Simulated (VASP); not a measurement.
From an Ansatz input to VASP: AlN (strained database structure)

Ansatz input

```yaml
crystal:
  lattice:
    - [0.0, 2.1182377502, 2.184876483]
    - [2.1182377502, 0.0, 2.184876483]
    - [2.1182377502, 2.1182377502, 0.0]
  atoms:
    - { symbol: Al, position: [0.0, 0.0, 0.0] }
    - { symbol: "N", position: [0.75, 0.75, 0.75] }
kpoints:
  mp_grid: { grid: [10, 10, 10] }
  band_path:
    path:
      - [0.0, 0.0, 0.0]
      - [-0.5, -0.5, 0.0]
      - [-0.375, -0.375, 0.25]
      - [-0.375, 0.0, 0.375]
      - [0.0, 0.0, 0.5]
      - [-0.5, -0.25, 0.25]
      - [0.083333, 0.083333, 0.166667]
      - [0.0, 0.5, 0.5]
    npoints: 1
hamiltonian:
  xc: pbe
scf:
  occupations: { method: fermi_dirac, width: 0.02 }
  n_extra_bands: 4
output:
  forces: true
  stress: true
  eigenvalues: true
```

**Question.** Write VASP inputs for this cell and level of theory.

**Answer.** 

INCAR

```
ISMEAR = -1
LWAVE = .FALSE.
NBANDS = 11
LCHARG = .FALSE.
LREAL = .FALSE.
NELM = 120
LASPH = .TRUE.
PREC = Accurate
GGA = PE
IBRION = -1
ISIF = 2
ENCUT = 520
EDIFF = 1E-7
NSW = 0
SIGMA = 0.02
```

KPOINTS

```
KPOINTS created by Atomic Simulation Environment
0
Gamma
10 10 10
0 0 0
```

KPOINTS_OPT

```
special points
8
Reciprocal
0.0000000000 0.0000000000 0.0000000000 1
-0.5000000000 -0.5000000000 0.0000000000 1
-0.3750000000 -0.3750000000 0.2500000000 1
-0.3750000000 0.0000000000 0.3750000000 1
0.0000000000 0.0000000000 0.5000000000 1
-0.5000000000 -0.2500000000 0.2500000000 1
0.0833330000 0.0833330000 0.1666670000 1
0.0000000000 0.5000000000 0.5000000000 1
```

POSCAR

```
Al N
 1.0000000000000000
     0.0000000000000000    2.1182377502000000    2.1848764830000000
     2.1182377502000000    0.0000000000000000    2.1848764830000000
     2.1182377502000000    2.1182377502000000    0.0000000000000000
 Al  N
   1   1
Cartesian
  0.0000000000000000  0.0000000000000000  0.0000000000000000
  3.1773566252999998  3.1773566252999998  3.2773147245000001
```

VASP ran with the recommended PBE PAW datasets (8 valence electrons in the cell). Other inputs would serve too.

```tsv
	Ansatz	VASP
gap between bands v and c	3.25 eV	3.24 eV
least direct gap	4.68 eV	4.69 eV
pressure	19.2 GPa	19.0 GPa
```

Datasets and cutoffs are each program's own. VASP's cell holds 8 valence electrons and Ansatz's 8. Ansatz's stress includes a Pulay correction; VASP's doesn't.
